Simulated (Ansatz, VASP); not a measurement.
Two plane-wave programs on Mg

```xyz
1
Lattice="-1.7058 1.7058 1.7058 1.7058 -1.7058 1.7058 1.7058 1.7058 -1.7058" Properties=species:S:1:pos:R:3 pbc="T T T"
Mg    0.0000    0.0000    0.0000
```

Change from the starting cell: volume scaled by 0.92, PAW files.

Alike in both runs: task single point; functional LDA; k mesh 15 × 15 × 15; occupations fermi-dirac, width 0.08 eV; no spin polarisation.

|  | VASP | Ansatz |
| --- | --- | --- |
| version | VASP 6.6.1 | Ansatz 0.2.0 |
| potentials or method | VASP PAW LDA potentials, release 64 (Mg) | PAW with Ansatz's default frozen-core files, scalar-relativistic |
| plane-wave cutoff (eV) | 520 | 420 |
| valence electrons in the cell | 2 | 10 |

Ansatz gave:

- pressure (GPa): 3.8

Task: Which values does VASP return?

Result: Pressure (GPa): 3.5.

The two sets of potentials don't hold the same shells in valence.
